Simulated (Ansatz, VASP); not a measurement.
Given: the input of a run of Ansatz 0.2.0 on Si.

The input input.yaml:

```yaml
crystal:
  lattice:
    - [3.8817353141, 0.0, 0.0]
    - [-1.9408676571, 3.3616813928, 0.0]
    - [0.0, 0.0, 6.4159555303]
  atoms:
    - { symbol: Si, position: [0.6666666667, 0.3333333333, 0.9369905] }
    - { symbol: Si, position: [0.3333333333, 0.6666666667, 0.4369905] }
    - { symbol: Si, position: [0.6666666667, 0.3333333333, 0.5630095] }
    - { symbol: Si, position: [0.3333333333, 0.6666666667, 0.0630095] }
kpoints:
  mp_grid: { grid: [8, 8, 4] }
scf:
  occupations: { method: fermi_dirac, width: 0.05 }
hamiltonian:
  xc: pbesol
  pseudopotentials: { kind: all_electron, lapw: { basis_error: 0.002 } }
output:
  forces: true
  stress: true
  eigenvalues: true
```

Potentials or basis: all-electron LAPW, scalar-relativistic.

Run with:

```sh
$ ansatz run input.yaml --threads 2 --pin off --max-ram 6144MiB --backend cpu --events-out ev --progress --plain --runs-dir out
```

Question: Set up the same calculation for VASP 6.6.1. Potentials there: VASP PAW PBE potentials, release 64 (Si).

Answer: As run (the cutoff follows the program's own potentials):

File INCAR:

```
SYSTEM = Si
ALGO     = Normal         ! electronic algorithm
EDIFF    = 1E-7           ! SCF threshold, eV
ENCUT    = 520            ! plane-wave cutoff, eV
GGA      = PS             ! functional
ISIF     = 2              ! what is computed and relaxed
ISMEAR   = -1             ! smearing method
LASPH    = .TRUE.         ! aspherical terms in the spheres
LCHARG   = .TRUE.         ! write CHGCAR
LELF     = .TRUE.         ! ELF
LREAL    = .FALSE.        ! projectors in reciprocal space
LVHAR    = .TRUE.       
LWAVE    = .FALSE.        ! write WAVECAR
NBANDS   = 16             ! bands
NELM     = 60             ! most SCF steps
PREC     = Accurate       ! precision mode
SIGMA    = 0.05           ! smearing width, eV
```

KPOINTS

```
k-points
0
G
  8 8 4
  0 0 0
```

POSCAR

```
Si
1.0
    3.8817353141      0.0000000000      0.0000000000
   -1.9408676571      3.3616813928      0.0000000000
    0.0000000000      0.0000000000      6.4159555303
Si
4
Direct
    0.6666666667      0.3333333333      0.9369905000
    0.3333333333      0.6666666667      0.4369905000
    0.6666666667      0.3333333333      0.5630095000
    0.3333333333      0.6666666667      0.0630095000
```

Potentials or basis: VASP PAW PBE potentials, release 64 (Si).

The run is started by

```console
$ cat potpaw_PBE.64/Si/POTCAR > POTCAR
$ mpirun -np 1 vasp_std > vasp.out
```

Both were run:

|  | VASP | Ansatz | Ansatz less VASP |
| --- | --- | --- | --- |
| gap on the k mesh at the Fermi level (eV) | 0.38 | 0.39 | +0.008 |
| least direct gap on the mesh (eV) | 0.85 | 0.85 | 0.000 |
| pressure (GPa) | -3.7 | -3.8 | -0.12 |
| rms of the force components (eV/Å) | 0.014 | 0.014 | +0.0003 |

Atom by atom the forces differ by 0.000 eV/Å (rms over components). Ansatz ran all-electron here, so the differences hold the error of VASP's frozen core and of both bases.

Caveats: the PAW data sets were made with another functional, which shifts forces and pressure a little (VASP).
